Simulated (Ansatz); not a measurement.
Runs of Ansatz 0.2.0 on Sb. The structure is trigonal, space group R-3m (No. 166). Conventional cell: a = 4.308 Å, b = 4.308 Å, c = 11.274 Å, α = 90.00°, β = 90.00°, γ = 120.00°. Sb (site symmetry 3m) has 3 Sb at 2.91 Å as nearest neighbours. 

```tsv
task	level	spin	cutoff (eV)	points for each segment of the path	gap on the mesh (eV)	pressure (GPa)	largest force (eV/Å)
band structure	B3LYP	off	420	4	0.74	(d)	0.39
band structure	r2SCANh	off	500	4	0.46	1.2	0.34
single point	HSE06	SOC, no magnetisation	420	-	0.41	0.8	(c)
band structure	r2SCAN0	off	500	4	(a)	(b)	0.51
```

Alike in all rows: potentials or basis Ansatz PAW; cell as given; k mesh 4 × 4 × 4; smearing fermi-dirac 0.05 eV; the mesh is coarse, so values aren't converged.

Task: Fill in the values left out.

Result: (a) 0.82; (b) 0.4; (c) 0.30; (d) 4.7.

Caveats: all runs use coarse meshes; the PAW data sets come from PBE, with cores solved anew for the run's functional, which leaves a small shift of forces and pressure; the thresholds are loose for stress; spin-orbit coupling is left out, which moves the levels of the heavy elements (some runs); the k mesh misses the band edges, so the gap on the mesh is wider than the one along the path (some runs).

A k mesh can miss the band edges, and rows without SOC leave out spin-orbit coupling on Sb.
